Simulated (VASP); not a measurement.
# Mg (P6_3/mmc) in VASP: further runs, part 2 of 2

VASP 6.6.1.

## (4) Single point, PBEsol

INCAR reads:

```
SYSTEM = Mg
PREC = Accurate
ENCUT = 520
EDIFF = 1E-6
ISMEAR = 0
SIGMA = 0.5
LREAL = .False.
LASPH = .True.
NELM = 80
ALGO = Fast
ISIF = 2
LWAVE = .False.
LCHARG = .True.
GGA = PS
LELF = .True.
LVHAR = .True.
NBANDS = 9
```

KPOINTS reads:

```
regular mesh
0
Gamma
  15 15 8
  0 0 0
```

POSCAR reads:

```
Mg
1.0
    3.1874100000      0.0000000000      0.0000000000
   -1.5937000000      2.7603800000      0.0000000000
    0.0000000000      0.0000000000      5.1056200000
Mg
2
Direct
    0.3333300000      0.6666700000      0.2500000000
    0.6666700000      0.3333300000      0.7500000000
```

Potentials or basis: VASP PAW PBE potentials, release 64 (Mg).

On the command line:

```console
> cat potpaw_PBE.64/Mg/POTCAR > POTCAR
> mpirun -np 1 vasp_std > vasp.out
```

OUTCAR:

```text
SYSTEM = Mg
   PREC = Accurate
   ENCUT = 520
   EDIFF = 1E-6
   ISMEAR = 0
   LREAL = .False.
   LASPH = .True.
   NELM = 80
   ISIF = 2
   GGA = PS

 ion  position               nearest neighbor table
   1  0.333  0.667  0.250-   2 3.15   2 3.15   2 3.15   2 3.15   2 3.15   2 3.15
   2  0.667  0.333  0.750-   1 3.15   1 3.15   1 3.15   1 3.15   1 3.15   1 3.15

  LATTYP: Found a hexagonal cell.
 ALAT       =     3.1874100000
 C/A-ratio  =     1.6018083648

  Lattice vectors:

 A1 = (   3.1874100000,   0.0000000000,   0.0000000000)
 A2 = (  -1.5937000000,   2.7603800000,   0.0000000000)
 A3 = (   0.0000000000,   0.0000000000,   5.1056200000)

Analysis of symmetry for initial positions (statically):
=====================================================================
 Subroutine PRICEL returns:
 Original cell was already a primitive cell.

 Routine SETGRP: Setting up the symmetry group for a
 hexagonal supercell.

 Subroutine GETGRP returns: Found  8 space group operations
 (whereof  4 operations were pure point group operations)
 out of a pool of 24 trial point group operations.

The static configuration has the point symmetry C_2h.
[... 173 lines left out ...]
  band No.  band energies     occupation
      1      -4.3177      2.00000
      2       1.0566      2.00000
      3       1.5951      1.99836
      4      13.6152      0.00000
      5      13.6153      0.00000
      6      13.7441      0.00000
      7      13.7442      0.00000
      8      14.7102      0.00000
      9      16.1991      0.00000
[... 265 lines left out ...]
 k-point    24 :       0.2667    0.0667    0.0000
  band No.  band energies     occupation
      1      -2.4872      2.00000
      2       2.7404      0.92760
      3       3.2335      0.13737
      4       5.3016      0.00000
      5       8.6757      0.00000
      6      10.0139      0.00000
      7      10.8438      0.00000
      8      13.0776      0.00000
      9      13.6380      0.00000

 [... further k-points ...]

------------------------ aborting loop because EDIFF is reached ----------------------------------------

  FORCE on cell =-STRESS in cart. coord.  units (eV):
  Direction    XX          YY          ZZ          XY          YZ          ZX
  --------------------------------------------------------------------------------------
  -------------------------------------------------------------------------------------
  Total        0.0074242      0.0074457      0.1402437      0.0000187     -0.0000000      0.0000000
  in kB        0.2647917      0.2655601      5.0019422      0.0006656     -0.0000000      0.0000000
  external PRESSURE =       1.8440980 kB  Pullay stress =       0.0000000 kB

 VOLUME and BASIS-vectors are now :
 -----------------------------------------------------------------------------
  energy-cutoff  :      520.00
  volume of cell :       44.92
      direct lattice vectors                 reciprocal lattice vectors
     3.187410000  0.000000000  0.000000000     0.313734349  0.181133913  0.000000000
    -1.593700000  2.760380000  0.000000000     0.000000000  0.362268963  0.000000000
     0.000000000  0.000000000  5.105620000     0.000000000  0.000000000  0.195862598

 POSITION                                       TOTAL-FORCE (eV/Angst)
 -----------------------------------------------------------------------------------
     -0.00001      1.84026      1.27641         0.000023     -0.000013     -0.000000
      1.59372      0.92012      3.82922        -0.000023      0.000013      0.000000
 -----------------------------------------------------------------------------------
    total drift:                               -0.000000     -0.000000     -0.000000

  FREE ENERGIE OF THE ION-ELECTRON SYSTEM (eV)
  ---------------------------------------------------
  free  energy   TOTEN  =        -3.4982911828 eV

  energy  without entropy=       -3.3980297835  energy(sigma->0) =       -3.44816048
```

stdout:

```text
POSCAR found type information on POSCAR Mg
 POSCAR found :  1 types and       2 ions
 scaLAPACK will be used
 -----------------------------------------------------------------------------
|                                                                             |
|                                                                             |
|     You enforced a specific xc type in the INCAR file but a different       |
|     I HOPE YOU KNOW WHAT YOU ARE DOING!                                     |
|                                                                             |
 -----------------------------------------------------------------------------

 LDA part: xc-table for (Slater+PW92), standard interpolation
 POSCAR, INCAR and KPOINTS ok, starting setup
 FFT: planning ... GRIDC
 FFT: planning ... GRID_SOFT
 FFT: planning ... GRID
 WAVECAR not read
 entering main loop
```

Run time: 44 s. Hardware: 1 thread of Intel Xeon Platinum 8259CL at 2.50GHz (Skylake/Cascade Lake), shared host; peak memory 0.25 GiB.

Results:

```yaml
Free_energy: -3.4983 eV
Pressure: 0.2 GPa
Band_gap_on_the_k_mesh: none (metal or under the smearing width)
```

Levels at points of the mesh, in eV from the Fermi level:
```
           k point  band 1  band 2  band 3  band 4  band 5  band 6  band 7
(0.00, 0.00, 0.00)   -7.03   -1.65   -1.11   10.91   10.91   11.04   11.04
(0.00, 0.00, 0.50)   -5.59   -5.59    5.30    5.30   11.67   11.67   11.67
```

Caveat: the PAW data sets were made with another functional, which shifts forces and pressure a little.

## (5) The runs side by side

| k mesh | cutoff (eV) | smearing | gap on the mesh (eV) | pressure (GPa) |
| --- | --- | --- | --- | --- |
| 15 × 15 × 8 | 700 | gaussian 0.1 eV | none | 0.0 |
| 24 × 24 × 12 | 520 | gaussian 0.1 eV | none | 0.1 |
| 15 × 15 × 8 | 520 | gaussian 0.5 eV | none | 0.2 |

Alike in all rows: task single point; level PBEsol; potentials or basis VASP PAW PBE potentials, release 64 (Mg); no spin polarisation; cell as given.

Every run on the cell as given and a fine mesh finds a metal.

Caveats: the PAW data sets were made with another functional, which shifts forces and pressure a little.

Total energies depend on the potentials used, so only differences within one code and one set of settings carry meaning.
